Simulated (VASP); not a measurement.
# W4C5 in VASP: settings compared

The runs below take W4C5 through relaxation of the atoms, with PBE, PBE+dDsC.

Everything below comes from runs of VASP 6.6.1. Logs are shortened: lines on timing, memory, paths and dates and some standing lists are left out, and cuts for length are marked.

### 1 The undisturbed slab

The cell holds a slab with vacuum, 9 atoms: a = 2.901 Å, b = 2.901 Å, c = 26.316 Å, α = 90.00°, β = 90.00°, γ = 120.00°.

### 2 Relaxation of the atoms, PBE (the (0 0 1) slab of WC, cut from the database cell, not relaxed)

File INCAR:

```
ALGO = Normal
DIPOL = 0.5 0.5 0.500
EDIFF = 1E-6
EDIFFG = -0.01
ENCUT = 520
GGA = PE
IBRION = 2
IDIPOL = 3
ISIF = 2
ISMEAR = 0
LASPH = T
LCHARG = F
LDIPOL = T
LREAL = F
LWAVE = F
NELM = 80
NSW = 60
PREC = Accurate
SIGMA = 0.05
```

File KPOINTS:

```
k-points
0
Gamma
  11 11 1
```

File POSCAR:

```
W4C5
1.0
    2.9005014360      0.0000000000      0.0000000000
   -1.4502507180      2.5119079273      0.0000000000
    0.0000000000      0.0000000000     26.3160000000
C W
5 4
Selective dynamics
Direct
    0.6666666667      0.3333333334      0.2849977200  F F F
    0.6666666667      0.3333333334      0.3924988600  F F F
    0.6666666667      0.3333333334      0.5000000000  T T T
    0.6666666667      0.3333333334      0.6075011400  T T T
    0.6666666667      0.3333333334      0.7150022800  T T T
    0.0000000000      0.0000000000      0.3387482900  F F F
    0.0000000000      0.0000000000      0.4462494300  F F F
    0.0000000000      0.0000000000      0.5537505700  T T T
    0.0000000000      0.0000000000      0.6612517100  T T T
```

Potentials or basis: VASP PAW PBE potentials, release 64 (C, W_sv).

Command:

```bash
$ cat potpaw_PBE.64/C/POTCAR potpaw_PBE.64/W_sv/POTCAR > POTCAR
$ mpirun -np 1 vasp_std > vasp.out
```

OUTCAR:

```text
EDIFF = 1E-6
   EDIFFG = -0.01
   ENCUT = 520
   GGA = PE
   IBRION = 2
   ISIF = 2
   ISMEAR = 0
   LASPH = T
   LREAL = F
   NELM = 80
   NSW = 60
   PREC = Accurate

 ion  position               nearest neighbor table
   1  0.667  0.333  0.285-   6 2.19   6 2.19   6 2.19
   2  0.667  0.333  0.392-   7 2.19   6 2.19   7 2.19   7 2.19   6 2.19   6 2.19
   3  0.667  0.333  0.500-   7 2.19   8 2.19   7 2.19   8 2.19   7 2.19   8 2.19
   4  0.667  0.333  0.608-   8 2.19   9 2.19   8 2.19   8 2.19   9 2.19   9 2.19
   5  0.667  0.333  0.715-   9 2.19   9 2.19   9 2.19
   6  0.000  0.000  0.339-   1 2.19   2 2.19   1 2.19   1 2.19   2 2.19   2 2.19   7 2.83
   7  0.000  0.000  0.446-   2 2.19   3 2.19   2 2.19   3 2.19   2 2.19   3 2.19   8 2.83   6 2.83

   8  0.000  0.000  0.554-   3 2.19   4 2.19   3 2.19   4 2.19   3 2.19   4 2.19   7 2.83   9 2.83

   9  0.000  0.000  0.661-   5 2.19   4 2.19   5 2.19   5 2.19   4 2.19   4 2.19   8 2.83

  LATTYP: Found a hexagonal cell.
 ALAT       =     2.9005014360
 C/A-ratio  =     9.0729139705

  Lattice vectors:

 A1 = (   2.9005014360,   0.0000000000,   0.0000000000)
 A2 = (  -1.4502507180,   2.5119079273,   0.0000000000)
 A3 = (   0.0000000000,   0.0000000000,  26.3160000000)

Analysis of symmetry for initial positions (statically):
=====================================================================
 Subroutine PRICEL returns:
 Original cell was already a primitive cell.

 Routine SETGRP: Setting up the symmetry group for a
 hexagonal supercell.

 Subroutine GETGRP returns: Found 12 space group operations
 (whereof 12 operations were pure point group operations)
 out of a pool of 24 trial point group operations.

The static configuration has the point symmetry D_3h.

Analysis of symmetry for dynamics (positions and initial velocities):
=====================================================================
 Subroutine PRICEL returns:
 Original cell was already a primitive cell.

 Routine SETGRP: Setting up the symmetry group for a
 hexagonal supercell.

 Subroutine GETGRP returns: Found 12 space group operations
 (whereof 12 operations were pure point group operations)
 out of a pool of 24 trial point group operations.

The dynamic configuration has the point symmetry D_3h.

Analysis of constrained symmetry for selective dynamics:
=====================================================================
 Subroutine PRICEL returns:
 Original cell was already a primitive cell.

 Routine SETGRP: Setting up the symmetry group for a
 hexagonal supercell.

 Subroutine GETGRP returns: Found  6 space group operations
 (whereof  6 operations were pure point group operations)
 out of a pool of 24 trial point group operations.

The constrained configuration has the point symmetry C_3v.

 Subroutine INISYM returns: Found  6 space group operations
 (whereof  6 operations are pure point group operations),
 and found     1 'primitive' translations

----------------------------------------------------------------------------------------

                                     Primitive cell

  volume of cell :     191.7329

  direct lattice vectors                    reciprocal lattice vectors
     2.900501436  0.000000000  0.000000000     0.344767973  0.199051882  0.000000000
    -1.450250718  2.511907927  0.000000000     0.000000000  0.398103764  0.000000000
     0.000000000  0.000000000 26.316000000     0.000000000  0.000000000  0.037999696

  length of vectors
     2.900501436  2.900501436 26.316000000     0.398103764  0.398103764  0.037999696

  position of ions in fractional coordinates (direct lattice)
     0.666666667  0.333333333  0.284997720
[... 67 lines left out ...]
   total plane-waves  NPLWV = 112896
   dimension x,y,z NGX =    24 NGY =   24 NGZ =  196
   dimension x,y,z NGXF=    48 NGYF=   48 NGZF=  392
   ions per type =               5   4
   NGX,Y,Z   is equivalent  to a cutoff of  13.76, 13.76, 12.38 a.u.
   NGXF,Y,Z  is equivalent  to a cutoff of  27.51, 27.51, 24.76 a.u.
 SYSTEM =  unknown system
   PREC   = accura    normal or accurate (medium, high low for compatibility)
   ISTART =      0    job   : 0-new  1-cont  2-samecut
   ICHARG =      2    charge: 1-file 2-atom 10-const
   ISPIN  =      1    spin polarized calculation?
   LNONCOLLINEAR =      F non collinear calculations
   LSORBIT =      F    spin-orbit coupling
   LASPH  =      T    aspherical Exc in radial PAW
   ENCUT  =  520.0 eV  38.22 Ry    6.18 a.u.   5.39  5.39 48.93*2*pi/ulx,y,z
   NELM   =     80;   NELMIN=  2; NELMDL= -5     # of ELM steps
   EDIFF  = 0.1E-05   stopping-criterion for ELM
   LREAL  =      F    real-space projection
   EDIFFG = -.1E-01   stopping-criterion for IOM
   NSW    =     60    number of steps for IOM
   IBRION =      2    ionic relax: 0-MD 1-quasi-New 2-CG
   NFREE  =      1    steps in history (QN), initial steepest desc. (CG)
   ISIF   =      2    stress and relaxation
   ISYM   =      2    0-nonsym 1-usesym 2-fastsym
   POTIM  = 0.5000    time-step for ionic-motion
   TEBEG  =    0.0;   TEEND  =   0.0 temperature during run
   PSTRESS=    0.0 pullay stress
   NELECT =      76.0000    total number of electrons
   NUPDOWN=      -1.0000    fix difference up-down
   EMIN   =  10.00;   EMAX   =-10.00  energy-range for DOS
   EFERMI =   0.00;   METHOD = LEGACY
   ISMEAR =     0;   SIGMA  =   0.05  broadening in eV -4-tet -1-fermi 0-gaus
   EFERMI_NEDOS =   21; number of points for ismear=-14 and -15
   IALGO  =     38    algorithm
   IMIX   =      4    mixing-type and parameters
     AMIX     =   0.40;   BMIX     =  1.00
     AMIX_MAG =   1.60;   BMIX_MAG =  1.00
  volume/ion in A,a.u.               =      21.30       143.76
  Fermi-wavevector in a.u.,A,eV,Ry     =   1.202580  2.272546 19.676711  1.446197
  Thomas-Fermi vector in A             =   2.338357
   LORBIT       =      0    0 simple, 1 ext, 2 COOP (PROOUT), +10 PAW based schemes
   GGA     = PE    functional components
   LHFCALC =     F    Hartree Fock is set to
   AEXX    =    0.0000 exact exchange contribution
   IVDW    =     0    specifies the selected vdW correction
   LEPSILON=     F    determine dielectric tensor
   LRPA    =     F    only Hartree local field effects (RPA)
 conjugate gradient relaxation of ions
 non-spin polarized calculation
 Gauss-broadening in eV      SIGMA  =   0.05
  energy-cutoff  :      520.00
  volume of cell :      191.73
 maximum number of plane-waves:      5269
 NGX is ok and might be reduce to    24
   NGX = 11   NGY = 11   NGZ = 97

--------------------------------------- Ionic step        1  -------------------------------------------

 number of electron      75.9999994 magnetization

 Free energy of the ion-electron system (eV)
  ---------------------------------------------------
  ext. energy  EPLUGINS =         0.00000000
  ---------------------------------------------------
  free energy    TOTEN  =       -91.82669916 eV

  energy without entropy =      -91.82349040  energy(sigma->0) =      -91.82509478

------------------------ aborting loop because EDIFF is reached ----------------------------------------

  FORCE on cell =-STRESS in cart. coord.  units (eV):
  Direction    XX          YY          ZZ          XY          YZ          ZX
  --------------------------------------------------------------------------------------
  -------------------------------------------------------------------------------------
  Total        4.7915411      4.7915411     -5.4893370     -0.0000000      0.0000000     -0.0000000
  in kB       40.0395439     40.0395439    -45.8705340     -0.0000000      0.0000000     -0.0000000
  external PRESSURE =      11.4028513 kB  Pullay stress =       0.0000000 kB
[... 110 lines left out ...]
  FREE ENERGIE OF THE ION-ELECTRON SYSTEM (eV)
  ---------------------------------------------------
  free  energy   TOTEN  =       -92.6552790710 eV

  energy  without entropy=      -92.6532946251  energy(sigma->0) =      -92.65428685

 dipolmoment           0.000000      0.000000     -0.005723 electrons x Angstroem

[... ionic steps 4 to 9 ...]

--------------------------------------- Ionic step       10  -------------------------------------------

 number of electron      75.9999997 magnetization

------------------------ aborting loop because EDIFF is reached ----------------------------------------

 vacuum level on the upper side and lower side of the slab       (xc-potential included)        -0.057        -0.133

  FORCE on cell =-STRESS in cart. coord.  units (eV):
  Direction    XX          YY          ZZ          XY          YZ          ZX
  --------------------------------------------------------------------------------------
  -------------------------------------------------------------------------------------
  Total        7.2890855      7.2890855     -3.5706360      0.0000000      0.0000000     -0.0000000
  in kB       60.9097685     60.9097685    -29.8372974      0.0000000      0.0000000     -0.0000000
  external PRESSURE =      30.6607465 kB  Pullay stress =       0.0000000 kB
[... 73 lines left out ...]
--------------------------------------- Ionic step       12  -------------------------------------------

 number of electron      75.9999997 magnetization

 dipolmoment           0.000000      0.000000      0.002611 electrons x Angstroem

 Free energy of the ion-electron system (eV)
  ---------------------------------------------------
  ext. energy  EPLUGINS =         0.00000000
  ---------------------------------------------------
  free energy    TOTEN  =       -92.70437408 eV

  energy without entropy =      -92.70228902  energy(sigma->0) =      -92.70333155

 E-fermi :   1.7000     XC(G=0):  -7.1050

 val. band max:        1.6102134715   @ k =   0.0000   0.0000   0.0000
 cond. band min:       1.7443442264   @ k =   0.4545   0.0909   0.0000
 fundamental gap:      0.1341307549
 Fermi energy:         1.6999897200

 k-point     1 :       0.0000    0.0000    0.0000
  band No.  band energies     occupation
      1     -72.2845      2.00000
      2     -72.2516      2.00000
      3     -72.1434      2.00000
      4     -72.1344      2.00000
      5     -36.8652      2.00000
      6     -36.6267      2.00000
[... 757 lines left out ...]
     44       5.1745      0.00000
     45       5.6734      0.00000

------------------------ aborting loop because EDIFF is reached ----------------------------------------

 vacuum level on the upper side and lower side of the slab       (xc-potential included)         0.004        -0.065

  FORCE on cell =-STRESS in cart. coord.  units (eV):
  Direction    XX          YY          ZZ          XY          YZ          ZX
  --------------------------------------------------------------------------------------
  -------------------------------------------------------------------------------------
  Total        7.2675368      7.2675368     -3.5671433      0.0000000      0.0000000      0.0000000
  in kB       60.7297009     60.7297009    -29.8081115      0.0000000      0.0000000      0.0000000
  external PRESSURE =      30.5504301 kB  Pullay stress =       0.0000000 kB
[... 24 lines left out ...]
  FREE ENERGIE OF THE ION-ELECTRON SYSTEM (eV)
  ---------------------------------------------------
  free  energy   TOTEN  =       -92.7043740848 eV

  energy  without entropy=      -92.7022890246  energy(sigma->0) =      -92.70333155

 reached required accuracy - stopping structural energy minimisation

 vacuum level on the upper side and lower side of the slab         7.955         7.893
```

Run time: 31 min. Hardware: 1 thread of Intel Xeon Platinum 8375C at 2.90GHz (Ice Lake), shared host; peak memory 0.39 GiB.

Results:

| Property | Result |
| --- | --- |
| Free energy | -92.7044 eV |
| Energy gained by relaxing | 97.5 meV/atom |
| Ionic steps | 12 |
| Band gap on the k mesh | none (metal or under the smearing width) |

Step by step:
```tsv
step	energy change (eV)	largest force (eV/Å)	pressure (GPa)
1	0.0000	5.8555	1.14
2	-0.2279	6.2809	5.80
3	-0.8286	5.7082	2.62
4	-0.8285	5.7099	2.56
5	-0.8672	5.6770	3.00
6	-0.8674	5.6782	2.96
7	-0.8768	5.7009	3.02
8	-0.8769	5.6988	3.02
9	-0.8776	5.7034	3.07
10	-0.8776	5.7032	3.07
11	-0.8776	5.7022	3.05
12	-0.8777	5.7030	3.06
```

Final structure:
```cif
data_structure
_symmetry_space_group_name_H-M 'P 1'
_symmetry_Int_Tables_number 1
_cell_length_a 2.9005
_cell_length_b 2.9005
_cell_length_c 26.3160
_cell_angle_alpha 90.000
_cell_angle_beta 90.000
_cell_angle_gamma 120.000
_cell_volume 191.73
loop_
_atom_site_label
_atom_site_type_symbol
_atom_site_fract_x
_atom_site_fract_y
_atom_site_fract_z
_atom_site_occupancy
C1 C 0.66667 0.33333 0.28500 1
C2 C 0.66667 0.33333 0.39250 1
C3 C 0.66667 0.33333 0.50053 1
C4 C 0.66667 0.33333 0.60824 1
C5 C 0.66667 0.33333 0.70885 1
W1 W 0.00000 0.00000 0.33875 1
W2 W 0.00000 0.00000 0.44625 1
W3 W 0.00000 0.00000 0.55551 1
W4 W 0.00000 0.00000 0.66653 1
```

### 3 Relaxation of the atoms, PBE+dDsC (the (0 0 1) slab of WC, cut from the database cell, not relaxed)

File INCAR:

```
SYSTEM = W4C5
PREC     = Accurate       ! precision mode
ENCUT    = 520            ! plane-wave cutoff, eV
EDIFF    = 1E-7           ! SCF threshold, eV
ISMEAR   = 0              ! smearing method
SIGMA    = 0.05           ! smearing width, eV
LREAL    = .False.        ! projectors in reciprocal space
LASPH    = .True.         ! aspherical terms in the spheres
NELM     = 80             ! most SCF steps
ALGO     = Normal         ! electronic algorithm
ISIF     = 2              ! what is computed and relaxed
LWAVE    = .False.        ! write WAVECAR
LCHARG   = .False.        ! write CHGCAR
LDIPOL   = .True.       
IDIPOL   = 3            
DIPOL    = 0.5 0.5 0.500
GGA      = PE             ! functional
IVDW     = 4              ! dispersion correction
IBRION   = 2              ! ionic algorithm
NSW      = 60             ! ionic steps
EDIFFG   = -0.01          ! ionic threshold
```

File KPOINTS:

```
regular mesh
0
Gamma
  11 11 1
  0 0 0
```

POSCAR is that of step 2.

Potentials or basis: VASP PAW PBE potentials, release 64 (C, W_sv).

Command:

```bash
$ cat potpaw_PBE.64/C/POTCAR potpaw_PBE.64/W_sv/POTCAR > POTCAR
$ mpirun -np 1 vasp_std > vasp.out
```

Run time: 41 min. Hardware: 1 thread of Intel Xeon Platinum 8375C at 2.90GHz (Ice Lake), shared host; peak memory 0.41 GiB.

The run converged. Its results:

* Free energy: -94.7983 eV
* Energy gained by relaxing: 97.7 meV/atom
* Ionic steps: 20
* Band gap on the k mesh: none (metal or under the smearing width)
* Hirshfeld charges: C -0.17, -0.40, -0.39, -0.26; W +0.37, +0.39, +0.40, +0.44 e
* Dispersion energy per atom: -0.233 eV

Step by step:
| step | energy change (eV) | largest force (eV/Å) | pressure (GPa) |
| --- | --- | --- | --- |
| 1 | 0.0000 | 5.7760 | -0.78 |
| 2 | -0.2401 | 6.3595 | 3.92 |
| 3 | -0.8348 | 5.6292 | 0.75 |
| 4 | -0.8348 | 5.6302 | 0.69 |
| 5 | -0.8721 | 5.5971 | 1.19 |
| 6 | -0.8725 | 5.5998 | 1.15 |
| 7 | -0.8798 | 5.6232 | 1.22 |
| 8 | -0.8803 | 5.6185 | 1.20 |
| 9 | -0.8801 | 5.6214 | 1.21 |
| 10 | -0.8809 | 5.6269 | 1.35 |
| 11 | -0.8810 | 5.6255 | 1.32 |
| 12 | -0.8810 | 5.6258 | 1.33 |
| 13 | -0.8809 | 5.6254 | 1.37 |
| 14 | -0.8809 | 5.6252 | 1.37 |
| 15 | -0.8809 | 5.6259 | 1.41 |
| 16 | -0.8802 | 5.6274 | 1.54 |
| 17 | -0.8775 | 5.6295 | 1.80 |
| 18 | -0.8795 | 5.6277 | 1.61 |
| 19 | -0.8791 | 5.6242 | 1.72 |
| 20 | -0.8794 | 5.6261 | 1.67 |

Final structure:
```yaml
crystal:
  lattice:
    - [2.90050, 0.00000, 0.00000]
    - [-1.45025, 2.51191, 0.00000]
    - [0.00000, 0.00000, 26.31600]
  atoms:
    - { symbol: C, position: [0.66667, 0.33333, 0.28500] }
    - { symbol: C, position: [0.66667, 0.33333, 0.39250] }
    - { symbol: C, position: [0.66667, 0.33333, 0.50026] }
    - { symbol: C, position: [0.66667, 0.33333, 0.60749] }
    - { symbol: C, position: [0.66667, 0.33333, 0.70762] }
    - { symbol: W, position: [0.00000, 0.00000, 0.33875] }
    - { symbol: W, position: [0.00000, 0.00000, 0.44625] }
    - { symbol: W, position: [0.00000, 0.00000, 0.55497] }
    - { symbol: W, position: [0.00000, 0.00000, 0.66546] }
```

Levels at points of the mesh, in eV from the Fermi level:
```csv
k point,band 35,band 36,band 37,band 38,band 39,band 40,band 41,band 42
"(0.00, 0.00, 0.00)",-1.24,-0.05,0.05,0.05,0.17,1.14,1.18,1.18
```

Spin-orbit coupling is left out, which matters for the levels of W.
